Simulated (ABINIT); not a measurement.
Crystal: Si.

```
CELL_PARAMETERS angstrom
2.87212 -5.98273 0.00000
2.87212 5.98273 0.00000
0.00000 0.00000 3.84691
ATOMIC_POSITIONS crystal
Si 0.01112 0.40148 0.25000
Si 0.40148 0.01112 0.75000
Si 0.59852 0.98888 0.25000
Si 0.98888 0.59852 0.75000
Si 0.44398 0.55602 0.25000
Si 0.55602 0.44398 0.75000
```

The cell was built by a generator and needn't be a form met in nature.

Base run:

* Program: ABINIT 10.8.3 (patched build)
* Functional: SCAN
* Potentials or basis: JTH PAW PBE v2.0
* Cutoff: 490 eV
* k mesh: 5 × 5 × 7
* Occupations: fermi-dirac, width 0.05 eV
* Spin: no spin polarisation

Its results: band gap on the k mesh 0.64 eV, indirect (least direct gap 0.66 eV); pressure -2.2 GPa; largest force 0.221 eV/Å.

Q: After a change of settings the same cell gave: band gap on the k mesh 0.45 eV, direct; pressure -0.1 GPa; largest force 0.018 eV/Å. Which change was it?
A. functional from SCAN to PBE
B. functional from SCAN to revPBE
C. functional from SCAN to WC
D. functional from SCAN to PBEsol

A: A.

SCAN gives the wider gap, since meta-GGAs in the generalised Kohn-Sham scheme recover part of the derivative discontinuity.

Caveats: an odd mesh through Γ misses points on the zone boundary, where band edges often lie; the PAW data sets were made with another functional, which shifts forces and pressure a little (some runs).
